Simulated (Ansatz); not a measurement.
Te2Pt: experiment and calculation

**Experimental background.**

From “New three-dimensional dispersion in the type-II Dirac semimetals PtTe2 and PdTe2 revealed through Angle Resolved Photoemission Spectroscopy”, 2024, arxiv:2312.15371, for a bulk crystal of Te2Pt: lattice constant a 4.025 Å.

“Transport properties of semimetallic transition metal dichalcogenides”, 2018, arxiv:1807.08227 reports, for a bulk crystal of Te2Pt: lattice constant c 5.2235 Å.

The results are compared with them further down.

All numbers below come from DFT PBE+D3(BJ), scalar-relativistic, plane waves, PAW (Ansatz).

Plane waves to 420 eV, a k mesh through Γ of 12×12×8 on the computed 3-atom cell and Gaussian smearing (0.10 eV); no spin polarisation.

Relaxed structure, symmetry kept:

```cif
data_structure
_symmetry_space_group_name_H-M 'P-3m1'
_symmetry_Int_Tables_number 164
_cell_length_a 4.0520
_cell_length_b 4.0520
_cell_length_c 5.0939
_cell_angle_alpha 90.000
_cell_angle_beta 90.000
_cell_angle_gamma 120.000
_cell_volume 72.43
loop_
_atom_site_label
_atom_site_type_symbol
_atom_site_symmetry_multiplicity
_atom_site_Wyckoff_symbol
_atom_site_fract_x
_atom_site_fract_y
_atom_site_fract_z
_atom_site_occupancy
Te1 Te 2 d 0.33333 0.66667 0.26715 1
Pt1 Pt 1 a 0.00000 0.00000 0.00000 1
```

| Item | Value |
| --- | --- |
| Space group | P-3m1 (No. 164) |
| Volume per atom | 24.14 Å³ |
| Kohn–Sham band gap | none (metal) |
| Density of states at the Fermi level | 1.31 states/eV per cell |
| Löwdin character within 0.5 eV of the Fermi level | Te 5p 62 %, Pt 5d 26 %, unprojected 4 % |
| Bulk modulus | 64 GPa |
| Its pressure derivative | 8.1 |
| Bader charges (e) | Te (2 in the cell) 0.24, Pt (1 in the cell) -0.48 |

Spin-orbit coupling is left out, which matters for the bands of heavy elements.

Measured lattice constant a of Te2Pt: 4.025 Å (quoted in the paper above). This calculation gives 4.052 Å (+0.7 %). 2 values of this kind are on record in papers (4.025 to 4.0257 Å); this one was drawn at random among those near their median. Against the measured lattice constant c of Te2Pt, 5.2235 Å (the paper above), the calculated 5.094 Å is off by -2.5 %. 2 values of this kind are on record in papers (5.2235 to 5.224 Å); this one was drawn at random among those near their median. The calculation is for 0 K without zero-point motion.

Cost: 9 runs of about 9 core-minutes in all, on Arm Neoverse V2 (shared hosts).